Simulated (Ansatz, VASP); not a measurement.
# TiS2 (twisted 1T-TiS2 bilayer, 21.79 deg) in two plane-wave programs, part 2 of 2

Aim: how closely do two programs agree when they are given the same cell, functional and k mesh? The cell is taken from a series of runs on this material, whose earlier steps may have relaxed, scaled, displaced or heated it; both programs get it as it stands.

VASP 6.6.1 and Ansatz 0.2.0.

So far: Starting point; Ansatz: single point, PBE with D3(BJ), pair 1; VASP: single point, PBE with D3(BJ), pair 1; Comparison.

### Step 5. VASP: single point, PBE with D3(BJ), pair 2

Level of this step: PBE with D3(BJ), no spin polarisation; plane waves and PAW (Ti_sv, S) (VASP).

With cell and atoms fixed, the geometry can't cause a difference; cores, projectors, grids and the points listed under the comparison can.

Input file INCAR:

```
SYSTEM = TiS2
PREC = Accurate
ENCUT = 400
EDIFF = 1E-06
NELM = 120
ISMEAR = 0
SIGMA = 0.05
LREAL = Auto
ALGO = Normal
GGA = PE
IVDW = 12
NBANDS = 200
LASPH = .TRUE.
LORBIT = 11
LWAVE = .FALSE.
LCHARG = .FALSE.
ISIF = 2
GGA_COMPAT = .FALSE.
EFERMI = MIDGAP
KPAR = 4
```

Input file POSCAR:

```
TiS2
1.0
    9.0220000000      0.0000000000      0.0000000000
   -4.5110000000      7.8132800000      0.0000000000
    0.0000000000      0.0000000000     20.8600000000
Ti S
14 28
Direct
    0.9999700000      0.0004900000      0.3600900000
    0.1425500000      0.4293500000      0.3612800000
    0.2847900000      0.8566400000      0.3606900000
    0.4273600000      0.2861400000      0.3601600000
    0.5713900000      0.7147100000      0.3600900000
    0.7141300000      0.1430000000      0.3595900000
    0.8564100000      0.5714200000      0.3599400000
    0.0093000000      0.7435000000      0.6255500000
    0.8670600000      0.0290700000      0.6250600000
    0.1526600000      0.4577900000      0.6243500000
    0.4370700000      0.8855200000      0.6253800000
    0.2953200000      0.1727500000      0.6251700000
    0.5814700000      0.6009400000      0.6248500000
    0.7242400000      0.3147500000      0.6256300000
    0.1897400000      0.2375500000      0.4281700000
    0.2372900000      0.0472000000      0.2924000000
    0.3344800000      0.6665900000      0.4282700000
    0.3801200000      0.4761500000      0.2924500000
    0.4762000000      0.0947100000      0.4265800000
    0.5234800000      0.9040900000      0.2922600000
    0.6177300000      0.5234900000      0.4276500000
    0.6663500000      0.3336000000      0.2922300000
    0.7629700000      0.9537700000      0.4274000000
    0.8093700000      0.7617000000      0.2923300000
    0.9040800000      0.3819700000      0.4276500000
    0.9530500000      0.1913800000      0.2924000000
    0.0473600000      0.8090000000      0.4278100000
    0.0958200000      0.6190500000      0.2925100000
    0.2470200000      0.9338900000      0.6931600000
    0.1990800000      0.6959400000      0.5574800000
    0.1052000000      0.2201200000      0.6929700000
    0.0572500000      0.9822200000      0.5576000000
    0.3897600000      0.6475200000      0.6929500000
    0.3437100000      0.4108900000      0.5571000000
    0.6764800000      0.0761500000      0.6931800000
    0.6271600000      0.8377700000      0.5578800000
    0.5333700000      0.3631600000      0.6931000000
    0.4859900000      0.1248000000      0.5589300000
    0.8188000000      0.7908800000      0.6930700000
    0.7725800000      0.5528400000      0.5578900000
    0.9625100000      0.5050500000      0.6930900000
    0.9141100000      0.2660500000      0.5577200000
```

Input file KPOINTS:

```
Automatic mesh
0
Gamma
3 3 1
0 0 0
```

Potentials, in the order of the species: Ti_sv and S (PBE family, release 64).

On the command line:

```sh
mpirun -np 8 vasp_std
```

Numbers of over 12 decimals in the logs are rounded to 6 here.

Output:

```text
[banner, memory and clock lines left out]
running    8 mpi-ranks, on    1 nodes
[...]
[... a notice as in an earlier step ...]

 LDA part: xc-table for (Slater+PW92), standard interpolation
 POSCAR, INCAR and KPOINTS ok, starting setup
[...]
entering main loop
       N       E                     dE             d eps       ncg     rms          rms(c)
DAV:   1     0.353379327269E+04    0.35338E+04   -0.13924E+05  2320   0.130E+03
DAV:   2     0.231398772483E+03   -0.33024E+04   -0.32037E+04  2376   0.403E+02
DAV:   3    -0.265537193888E+03   -0.49694E+03   -0.48846E+03  2728   0.151E+02
DAV:   4    -0.324769176634E+03   -0.59232E+02   -0.59094E+02  3136   0.461E+01
[...]
DAV:  32    -0.278256403636E+03   -0.18525E-05   -0.48898E-07  1216   0.161E-03    0.149E-03
DAV:  33    -0.278256405818E+03   -0.21817E-05   -0.35225E-07  1224   0.161E-03    0.764E-04
DAV:  34    -0.278256406486E+03   -0.66853E-06   -0.20580E-07  1216   0.108E-03
   1 F= -.29219950E+03 E0= -.29219937E+03  d E =-.274870E-03
```

Parts of OUTCAR (step 5):

```text
 Edisp (eV)  -13.94310

  Total     -10.01592   -10.04297     3.65491    -0.00392    -0.02140    -0.03345
  in kB     -10.91316   -10.94265     3.98233    -0.00427    -0.02331    -0.03645
  external pressure =       -5.96 kB  Pullay stress =        0.00 kB

 POSITION                                       TOTAL-FORCE (eV/Angst)
 -----------------------------------------------------------------------------------
      9.01952      0.00383      7.51148        -0.003181     -0.004000     -0.063318
     -0.65071      3.35463      7.53630         0.002462     -0.005679     -0.025694
     -1.29493      6.69317      7.52399        -0.031914     -0.033589     -0.042992
      2.56486      2.23569      7.51294        -0.018412      0.037833     -0.002933
      1.93102      5.58423      7.51148         0.001767     -0.008710     -0.028593
      5.79781      1.11730      7.50105         0.051099     -0.006131      0.022759
      5.14886      4.46466      7.50835        -0.000544      0.023162     -0.045777
     -3.27002      5.80917     13.04897         0.001883      0.006224      0.064954
      7.69148      0.22713     13.03875         0.002449      0.002311      0.064589
     -0.68779      3.57684     13.02394         0.013226      0.009451      0.019716
     -0.05134      6.91882     13.04543         0.038408     -0.034298      0.020187
      1.88510      1.34974     13.04105        -0.055973      0.001230      0.022893
      2.53518      4.69531     13.03437        -0.012707     -0.020834      0.059873
      5.11426      2.45923     13.05064         0.013370      0.039621      0.019664
[...]
-----------------------------------------------------------------------------------
    total drift:                                0.000703     -0.000762      0.009154

  FREE ENERGIE OF THE ION-ELECTRON SYSTEM (eV)
  ---------------------------------------------------
  free  energy   TOTEN  =      -292.1995043140 eV

  energy  without entropy=     -292.1992294436  energy(sigma->0) =     -292.19936688

[... 2 parts as in an earlier step ...]

[... 1 further part left out ...]
[key lines of the parts left out:]
E-fermi :   0.4136
```

### Step 6. Ansatz: single point, PBE with D3(BJ), pair 2

The same cell, functional, mesh and smearing now go to Ansatz, which takes its cutoff from its data sets.

The cell is taken from a series of runs on this material, whose earlier steps may have relaxed, scaled, displaced or heated it; both programs get it as it stands.

Input file input.yaml:

```yaml
crystal:
  lattice:
    - [9.022, 0.0, 0.0]
    - [-4.511, 7.81328, 0.0]
    - [0.0, 0.0, 20.86]
  atoms:
    - { symbol: Ti, position: [0.99997, 0.00049, 0.36009] }
    - { symbol: S, position: [0.18974, 0.23755, 0.42817] }
    - { symbol: S, position: [0.23729, 0.0472, 0.2924] }
    - { symbol: Ti, position: [0.14255, 0.42935, 0.36128] }
    - { symbol: S, position: [0.33448, 0.66659, 0.42827] }
    - { symbol: S, position: [0.38012, 0.47615, 0.29245] }
    - { symbol: Ti, position: [0.28479, 0.85664, 0.36069] }
    - { symbol: S, position: [0.4762, 0.09471, 0.42658] }
    - { symbol: S, position: [0.52348, 0.90409, 0.29226] }
    - { symbol: Ti, position: [0.42736, 0.28614, 0.36016] }
    - { symbol: S, position: [0.61773, 0.52349, 0.42765] }
    - { symbol: S, position: [0.66635, 0.3336, 0.29223] }
    - { symbol: Ti, position: [0.57139, 0.71471, 0.36009] }
    - { symbol: S, position: [0.76297, 0.95377, 0.4274] }
    - { symbol: S, position: [0.80937, 0.7617, 0.29233] }
    - { symbol: Ti, position: [0.71413, 0.143, 0.35959] }
    - { symbol: S, position: [0.90408, 0.38197, 0.42765] }
    - { symbol: S, position: [0.95305, 0.19138, 0.2924] }
    - { symbol: Ti, position: [0.85641, 0.57142, 0.35994] }
    - { symbol: S, position: [0.04736, 0.809, 0.42781] }
    - { symbol: S, position: [0.09582, 0.61905, 0.29251] }
    - { symbol: Ti, position: [0.0093, 0.7435, 0.62555] }
    - { symbol: S, position: [0.24702, 0.93389, 0.69316] }
    - { symbol: S, position: [0.19908, 0.69594, 0.55748] }
    - { symbol: Ti, position: [0.86706, 0.02907, 0.62506] }
    - { symbol: S, position: [0.1052, 0.22012, 0.69297] }
    - { symbol: S, position: [0.05725, 0.98222, 0.5576] }
    - { symbol: Ti, position: [0.15266, 0.45779, 0.62435] }
    - { symbol: S, position: [0.38976, 0.64752, 0.69295] }
    - { symbol: S, position: [0.34371, 0.41089, 0.5571] }
    - { symbol: Ti, position: [0.43707, 0.88552, 0.62538] }
    - { symbol: S, position: [0.67648, 0.07615, 0.69318] }
    - { symbol: S, position: [0.62716, 0.83777, 0.55788] }
    - { symbol: Ti, position: [0.29532, 0.17275, 0.62517] }
    - { symbol: S, position: [0.53337, 0.36316, 0.6931] }
    - { symbol: S, position: [0.48599, 0.1248, 0.55893] }
    - { symbol: Ti, position: [0.58147, 0.60094, 0.62485] }
    - { symbol: S, position: [0.8188, 0.79088, 0.69307] }
    - { symbol: S, position: [0.77258, 0.55284, 0.55789] }
    - { symbol: Ti, position: [0.72424, 0.31475, 0.62563] }
    - { symbol: S, position: [0.96251, 0.50505, 0.69309] }
    - { symbol: S, position: [0.91411, 0.26605, 0.55772] }
kpoints:
  mp_grid: { grid: [3, 3, 1] }
hamiltonian:
  xc: pbe
  dispersion: d3bj
scf:
  occupations: { method: gaussian, width: 0.05 }
output:
  forces: true
  eigenvalues: true
```

On the command line:

```sh
ansatz run input.yaml --threads 4 --pin off --max-ram 15872MiB --backend cpu --events-out ev --progress --plain --runs-dir out
```

Output:

```text
[...]
Crystal: 42 atoms, lattice volume = 1470.451 Å³
Basis set: ecut = 420 eV, 28581 PW (Γ), exchange–correlation on 128×128×288 points (8 copies of the dense FFT grid, shifted against one another)
Bands: 210, of which v1, the nominal top of the filled ones, is band 168 counted from 1 (167 counted from 0)
Symmetry: 1 space group operations
[...]
k-points: 5 of 9 (time reversal used)
[...]
--- Band table (eV; the first three rows and the last of 5) ---
  k-point 0: bands = [... 164 lower, 1.5889, 1.5896, 1.5972, 1.5982, 2.0775, 2.0789, 2.0790, 2.0796, ... 22 higher]
  k-point 1: bands = [... 164 lower, 0.8809, 0.8834, 1.0296, 1.2184, 1.8233, 1.8332, 1.8412, 1.9008, ... 22 higher]
  k-point 2: bands = [... 164 lower, 0.8823, 0.8836, 1.0289, 1.2201, 1.8217, 1.8361, 1.8376, 1.9029, ... 22 higher]
  k-point 4: bands = [... 164 lower, 0.8810, 0.8835, 1.0305, 1.2186, 1.8221, 1.8344, 1.8399, 1.9018, ... 22 higher]
[key lines of the parts left out:]
SCF converged after 9 iterations
Free energy (F): -60320.581909 eV
Fermi energy:    1.704431 eV
```

### Step 7. Side by side

Both answers:

```tsv
quantity	Ansatz	VASP	difference
gap on the k mesh (eV)	0.224	0.217	+0.007
```

Forces on 10 of the 42 atoms, those with the largest forces and the largest differences (eV/Å; atoms numbered as in POSCAR):

```tsv
atom	Ansatz x, y, z	VASP x, y, z
S19	-0.005, 0.003, -0.334	-0.005, 0.002, -0.325
S20	0.002, -0.016, 0.025	0.002, -0.016, 0.009
S21	-0.058, -0.026, -0.226	-0.059, -0.026, -0.213
S23	0.018, 0.047, -0.248	0.019, 0.049, -0.235
S25	-0.003, 0.051, -0.232	-0.005, 0.052, -0.219
S26	0.009, 0.007, 0.006	0.009, 0.007, -0.010
S35	0.004, 0.002, -0.037	0.004, 0.001, -0.021
S36	-0.056, -0.046, 0.229	-0.057, -0.047, 0.216
S38	-0.006, 0.020, 0.322	-0.006, 0.021, 0.312
S42	0.056, -0.041, 0.220	0.057, -0.043, 0.207
```

The forces differ by 6.9 meV/Å r.m.s., which is 9.2 % of the r.m.s. force of 0.076 eV/Å (both taken over all components). A gap on the mesh is an upper bound, since the band edges may lie between its points. With vacuum in the cell, a pressure given here is an average over mostly empty space and none of the material.

### Step 8. What came out

| Quantity | Value |
| --- | --- |
| r.m.s. force difference (single point, PBE with D3(BJ), pair 1) | 7.5 meV/Å |
| r.m.s. force difference (single point, PBE with D3(BJ), pair 2) | 6.9 meV/Å |

**Reading.** The r.m.s. force difference is 7.5 meV/Å (single point, PBE with D3(BJ), pair 1), within the 12 meV/Å picked in this series as the mark of a large difference. Such differences can come from data sets, numerical settings and the points named under the comparisons, not from the functional's error against experiment.

[Lines on the potential files, build, host, timing and source positions are cut from VASP's logs without a mark.]

[Logs are printed without paths, hosts, clocks, repeated set-up lines and the standing remarks that a program may print on its own settings, such as how far it seeks lower states.]

[Hosts, paths, dates, database ids (printed as entryN), source tags and the programs' standing remarks are cut or masked in the printed files.]
